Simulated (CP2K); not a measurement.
Crystal: CaF2 (Fluorite).

```xyz
3
Lattice="3.8622 0.0000 0.0000 1.9311 3.3448 0.0000 1.9311 1.1149 3.1535" Properties=species:S:1:pos:R:3 pbc="T T T"
Ca    0.0000    0.0000    0.0000
F     5.7933    3.3448    2.3651
F     1.9311    1.1149    0.7884
```

Program: CP2K 2026.2. Alike in all runs: task band structure; no spin polarisation; cell as given; k mesh 8 × 8 × 8.

**Question.** Order these runs on this cell by their band gap on the k mesh, lowest first.
A. level LDA; potentials or basis GTH_POTENTIALS Ca GTH-PADE-q10, F GTH-PADE-q7; TZVP-MOLOPT-PBE-GTH basis; smearing fermi-dirac 0.05 eV; EPS_DEFAULT 1.0E-9; NGRIDS 4; points a segment of the path (NPOINTS) 8; bands added on the path 2; CUTOFF of the grids 750 Ry
B. level TB-mBJ; potentials or basis POTENTIAL_UZH Ca GTH-PBE-q10, F GTH-PBE-q7; TZVP-MOLOPT-PBE-GTH basis; smearing fermi-dirac 0.05 eV; EPS_DEFAULT 1.0E-10; NGRIDS 4; points a segment of the path (NPOINTS) 10; bands added on the path 6; CUTOFF of the grids 1100 Ry
C. level r2SCAN; potentials or basis POTENTIAL_UZH Ca GTH-SCAN-q10, F GTH-SCAN-q7; TZVP-MOLOPT-SCAN-GTH basis; smearing fermi-dirac 0.0259 eV; EPS_DEFAULT 1.0E-9; NGRIDS 5; points a segment of the path (NPOINTS) 6; bands added on the path 2; CUTOFF of the grids 1100 Ry

**Answer.** A (6.89 eV), C (7.94 eV), B (8.21 eV).

Caveats: the basis of atomic orbitals isn't converged, which shifts pressures, moduli and gaps; this is a model potential without an energy functional, so only levels have meaning (some runs).

Runs at the PBE level aren't shown here.
